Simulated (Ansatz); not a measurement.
HfB2 in Ansatz: the effect of functional

The system is HfB2.

```
Hf B
1.0
     3.20158    0.00000    0.00000
    -1.60079    2.77265    0.00000
     0.00000    0.00000    3.54825
Hf B
1 2
Direct
  0.00000 0.00000 0.00000
  0.66667 0.33333 0.50000
  0.33333 0.66667 0.50000
```

The cell isn't the ideal one: volume scaled by 1.06.

Alike in all runs:

| Quantity | Value |
| --- | --- |
| Program | Ansatz 0.2.0 |
| Task | single point |
| Potentials or basis | Ansatz PAW |
| k mesh | 10 × 10 × 8 |
| Occupations | fermi-dirac, width 0.05 eV |
| Spin | no spin polarisation |

```csv
functional,cutoff,pressure (GPa)
r2SCAN,500 eV (not typed: the program's choice for these potentials),?
PBE,420 eV (not typed: the program's choice for these potentials),-11.9
LDA,420 eV (not typed: the program's choice for these potentials),-22.3
```

Question: What does the run with functional r2SCAN give?

Answer: Pressure -13.9 GPa.

Caveats: the PAW data sets come from PBE, with cores solved anew for the run's functional, which leaves a small shift of forces and pressure (some runs).
